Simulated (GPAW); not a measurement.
Al2O3:

```
Al O
1.0
     4.61378    0.00000    0.00000
     0.00000    9.56328    0.00000
     0.00000    0.00000    3.11986
Al O
4 6
Direct
  0.98298 0.82457 0.00000
  0.01702 0.17543 0.00000
  0.48297 0.67543 0.50000
  0.51702 0.32457 0.50000
  0.50000 0.50000 0.50000
  0.12363 0.75305 0.50000
  0.37637 0.25305 0.00000
  0.62364 0.74695 0.00000
  0.00000 0.00000 0.00000
  0.87636 0.24695 0.50000
```

Measurements of this composition are mostly on another form, of space group No. 167.

Base run:

| Property | Result |
| --- | --- |
| Program | GPAW 26.7.0 |
| Functional | PBEsol |
| Potentials or basis | PAW data sets generated in the run's folder for this functional |
| Cutoff | 800 eV |
| Basis | pw |
| k mesh | 5 × 3 × 7 |
| Occupations | fermi-dirac, width 0.05 eV |
| Spin | no spin polarisation |

Its results: band gap on the k mesh 3.46 eV, direct; pressure -0.8 GPa; largest force 0.175 eV/Å.

Q: The run is repeated on the same cell with these changes: functional from PBEsol to RPBE; potentials or basis from PAW data sets generated in the run's folder for this functional to the program's PAW data sets (release 1.2.1) made for this functional. What comes out?

A: Band gap on the k mesh 3.71 eV, direct; pressure 4.8 GPa; largest force 0.242 eV/Å.
